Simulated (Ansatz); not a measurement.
The cell is COD entry 9013008, as deposited and not checked against the literature; nothing was relaxed. The listed cell was then made from it by scaling, straining or moving an atom.

Sb: DFT, PBE, PAW with Ansatz's default frozen-core files, scalar-relativistic (Ansatz 0.2.0). What sets it apart from a plain run of this crystal: equal xx and yy strain of +2 %.

Command: `ansatz run input.yaml --threads 1 --pin off --max-ram 3072MiB --backend cpu --events-out ev --progress --plain --runs-dir out` The run took 5 s on 1 thread of Intel(R) Xeon(R) Platinum 8259CL CPU @ 2.50GHz (Skylake/Cascade Lake), on a shared host, peak memory 0.44 GiB.

```yaml
crystal:
  lattice:
    - [3.2232, 0.0, 0.0]
    - [0.0, 3.2232, 0.0]
    - [0.0, 0.0, 3.16]
  atoms:
    - { symbol: Sb, position: [0.0, 0.0, 0.0] }
kpoints:
  mp_grid: { grid: [13, 13, 13] }
scf:
  occupations: { method: fermi_dirac, width: 0.05 }
hamiltonian:
  xc: pbe
  pseudopotentials: { kind: paw }
output:
  forces: true
  stress: true
  eigenvalues: true
  efg: { contact_densities: true }
```

Output (standing set-up lines are left out):

```
Crystal: 1 atoms, lattice volume = 32.829 Å³
Basis set: ecut = 420 eV, 627 PW (Γ), exchange–correlation on 48×48×48 points (8 copies of the dense FFT grid, shifted against one another)
Symmetry: 16 space group operations
Space group: P4/mmm (ITA 123), of the structure as read, at distance tolerance 3.2e-5 Å
k-points: 196 of 2197
SCF iter   1: F=—  HF=-6484.413056 eV  |F-HF|=—  |Δ(HF+E_count)|=         —  Δρ=5.64e-4  dr2=5.33e-5  ethr=1.77e-3  ⟨swp⟩=5.8  Hψ=13909  notcnv=0
preconditioner: auto → none  [metal: Δε(μ)=0.057 eV  Ē_g=11.647 eV  σ=0.050 eV  W_gap=0.27  n_scr=6 (ndim 8)  ℏωp=14.5 eV  f_vac=0.006  D(μ)=0.38/eV (n_scr^D=0)  sad-step TF]
SCF iter   2: F=—  HF=-6484.412195 eV  |F-HF|=—  |Δ(HF+E_count)|=   8.61e-4  Δρ=2.99e-4  dr2=2.34e-5  ethr=3.56e-7  ⟨swp⟩=2.9  Hψ=5795  notcnv=0  defer=3
SCF iter   3: F=—  HF=-6484.412233 eV  |F-HF|=—  |Δ(HF+E_count)|=   3.77e-5  Δρ=1.41e-4  dr2=4.25e-6  ethr=1.56e-7  ⟨swp⟩=2.0  Hψ=3738  notcnv=0  defer=3
SCF iter   4: F=—  HF=-6484.412236 eV  |F-HF|=—  |Δ(HF+E_count)|=   3.06e-6  Δρ=5.96e-5  dr2=8.37e-7  ethr=2.83e-8  ⟨swp⟩=2.1  Hψ=2803  notcnv=0  defer=3
iter 5 did not close the SCF: its close was put off for the readings that it lacked (scf_convergence_deferred on its scf_iter line)
SCF iter   5: F=-6484.412236 eV  HF=-6484.412236 eV  |F-HF|=3.18e-9  |Δ(HF+E_count)|=   4.68e-7  Δρ=5.25e-6  dr2=4.25e-9  ethr=5.58e-9  ⟨swp⟩=2.0  Hψ=3745  notcnv=0  defer=3
SCF iter   6: F=-6484.412236 eV  HF=-6484.412236 eV  |F-HF|=1.46e-11  |Δ(HF+E_count)|=  2.00e-10  Δρ=2.19e-7  dr2=1.98e-11  ethr=2.83e-11  ⟨swp⟩=4.0  Hψ=9968  notcnv=0
SCF 1 converged in 6 iterations: F = -6484.412236 eV  dr2 = 1.98e-11
  greatest PAW one-centre occupation: 0.996 electrons in one spin orbital (limit 2), on the Sb atom at site 0 (counted from 0), in its partial waves of l = 2
SCF converged after 6 iterations
Free energy (F): -6484.412236 eV
Harris-Foulkes:  -6484.412236 eV  (|F-HF|=1.46e-11)
Internal energy: -6484.409018 eV  (E = F + TS)
E sigma→0 (E₀):  -6484.410627 eV
Entropy (-TS):   -0.003218 eV (-3.218 meV/atom)
Fermi energy:    8.610369 eV
--- Per-component energies (eV) ---
  E_band       = -185.885909
  E_kinetic    = 205.223363
  E_local      = -1643.031641  (includes V_loc(G=0)·N_el)
  E_nonlocal   = 361.681230
  E_hartree    = 739.550236
  E_xc         = -137.680478
  E_vxc        = -95.208126  (∫ρ·V_xc dr)
  E_paw        = -4574.890035  (= ΣΔE_a)
  E_vpaw       = -493.651090  (= ΣTr[D̂ρ^β])
  E_aug_tail   = -0.000002  (compensation charges beyond the density's cutoff)
  E_ewald      = -1435.261691
  E_smearing   = -0.003218  (= −TS)
  E_closure    = -0.000000  (closes the sum)
  Σ components = -6484.412236   (vs F -6484.412236, Δ=0.00e0)
--- Forces (eV/Å), atoms counted from 1 ---
  atom   1  Sb     0.00000000     0.00000000     0.00000000
  max |Σ_I F_I| component: 1.97e-31 eV/Å
--- Stress (GPa, compression-positive) ---
       -4.830833       0.000000       0.000000
        0.000000      -4.830833       0.000000
        0.000000       0.000000      -2.407817
  P = ⅓ Tr σ = -4.0232 GPa (-40.232 kbar)
--- PAW observables at the nuclei: V_zz in 10²¹ V/m², potentials from the cell's mean, atoms counted from 1 ---
  atom   1  Sb V_zz =    -0.698494   η = 0.0000   by run symmetry: allowed
            electrostatic potential = -8408.273322 V   contact ρ = 1350129.305269 e/Å³
--- Band table (eV; the first three rows and the last of 196) ---
  k-point 0: bands = ["-20.5230", "-20.5081", "-20.3931", "-20.3905", "-20.3905", "-3.1284", "11.4218", "11.4218", "11.9330", "15.4385", "15.5875", "16.3666"]
  k-point 1: bands = ["-20.5156", "-20.5079", "-20.3930", "-20.3926", "-20.3926", "-3.0474", "10.9386", "11.5001", "11.5001", "15.5095", "15.8253", "17.3427"]
  k-point 2: bands = ["-20.5070", "-20.4949", "-20.3985", "-20.3985", "-20.3925", "-2.8071", "9.1683", "11.7281", "11.7281", "15.7219", "16.0952", "19.4867"]
  k-point 195: bands = ["-20.4582", "-20.4582", "-20.4523", "-20.3413", "-20.3329", "3.2863", "7.0050", "7.2354", "7.3099", "13.5014", "13.6544", "13.7610"]
```
